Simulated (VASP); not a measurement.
Wanted: the native input for a VASP 6.6.1 run.

```
Task                   : relaxation of cell and atoms
Functional             : PBEsol
Dispersion             : D4
Potentials or basis    : VASP PAW PBE potentials, release 64 (Nb_sv)
Cutoff                 : 600 eV
k mesh                 : 18 × 18 × 18
Occupations            : methfessel-paxton, width 0.1 eV
Spin                   : no spin polarisation
Further INCAR settings : ALGO = Fast; EDIFF = 1e-07; IBRION = 2; EDIFFG = -0.005; NSW = 40; ISIF = 3
```

The structure of Nb lies in POSCAR:

```
Nb
1.0
   -1.6350000000      1.6350000000      1.6350000000
    1.6350000000     -1.6350000000      1.6350000000
    1.6350000000      1.6350000000     -1.6350000000
Nb
1
Direct
    0.0000000000      0.0000000000      0.0000000000
```

The cell was built by a generator and needn't be a form met in nature.

The input as run:

INCAR

```
SYSTEM = Nb
PREC = Accurate
ENCUT = 600
EDIFF = 1E-7
ISMEAR = 1
SIGMA = 0.1
LREAL = .False.
LASPH = .True.
NELM = 120
ALGO = Fast
ISIF = 3
LWAVE = .False.
LCHARG = .False.
GGA = PS
IVDW = 13
IBRION = 2
NSW = 40
EDIFFG = -0.005
```

KPOINTS

```
Automatic mesh
0
Gamma
  18 18 18
  0 0 0
```

Potentials or basis: VASP PAW PBE potentials, release 64 (Nb_sv).

Launch:

```console
$ cat potpaw_PBE.64/Nb_sv/POTCAR > POTCAR
$ mpirun -np 1 vasp_std > vasp.out
```

Results of the run:

```
Relaxed volume                         : 17.33 Å³/atom
Relaxed cell                           : a = 2.823 Å, b = 2.823 Å, c = 2.823 Å, α = 109.47°, β = 109.47°, γ = 109.47°
Space group after relaxing (to 0.05 Å) : Im-3m (No. 229)
Energy gained by relaxing              : 0.8 meV/atom
Ionic steps                            : 3
Pressure after relaxing                : 0.0 GPa
Band gap on the k mesh                 : none (metal or under the smearing width)
Dispersion energy per atom             : -0.203 eV
```

Caveat: the PAW data sets were made with another functional, which shifts forces and pressure a little; pairwise dispersion overbinds metals, which lowers pressure and volume.

Run time: 3.9 min on 1 thread of AMD EPYC 7R13 Processor (Zen 3) (shared host), peak memory 0.15 GiB.
